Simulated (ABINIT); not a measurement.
Here is an ABINIT 10.8.3 (patched build) calculation.

run.abi

```
pp_dirpath "./"
pseudos "Ag.upf"

acell 3*1.0
rprim
    -3.1287326171     3.1287326171     3.1287326171
     3.1287326171    -3.1287326171     3.1287326171
     3.1287326171     3.1287326171    -3.1287326171
ntypat 1
znucl 47
natom 1
typat 1
xred
     0.0000000000     0.0000000000     0.0000000000

ecut 41.0

kptopt 1
ngkpt 11 11 11
nshiftk 1
shiftk 0.0 0.0 0.0

ixc -116133

nband 14
occopt 3
tsmear 0.00183747

nstep 100
tolvrs 1.0e-10

iomode 3
prtwf 0
prtden 0
prteig 0
prtebands 0
enunit 1
```

Potentials or basis: PseudoDojo NC SR PBEsol v0.4.1 standard.

Command:

```bash
$ abinit run.abi > log 2>&1
```

Task: Estimate the pressure.

Result: -7.5 GPa.

Task: What does it give for the band gap on the k mesh?

Result: None (metal or under the smearing width).
